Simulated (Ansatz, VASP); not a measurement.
## Two plane-wave programs on Li2Se

```
Se Li
1.0
     0.00000    3.00250    3.00250
     3.00250    0.00000    3.00250
     3.00250    3.00250    0.00000
Se Li
1 2
Direct
  0.00000 0.00000 0.00000
  0.75000 0.75000 0.75000
  0.25000 0.25000 0.25000
```

Alike in both runs: task band structure; functional LDA; k mesh 8 × 8 × 8; occupations fermi-dirac, width 0.05 eV; no spin polarisation.

|  | VASP | Ansatz |
| --- | --- | --- |
| version | VASP 6.6.1 | Ansatz 0.2.0 |
| potentials or method | VASP PAW LDA potentials, release 64 (Se, Li_sv) | Ansatz PAW |
| plane-wave cutoff (eV) | 520 | 420 |
| valence electrons in the cell | 12 | 22 |

```csv
,VASP,Ansatz,Ansatz less VASP
gap on the k mesh at the Fermi level (eV),2.81,2.81,+0.006
least direct gap on the mesh (eV),3.21,3.19,-0.023
gap along the band path (eV),2.81,2.81,+0.006
```

The two sets of potentials don't hold the same shells in valence.

 A hybrid or GW would open this gap; LDA tends to underestimate it.
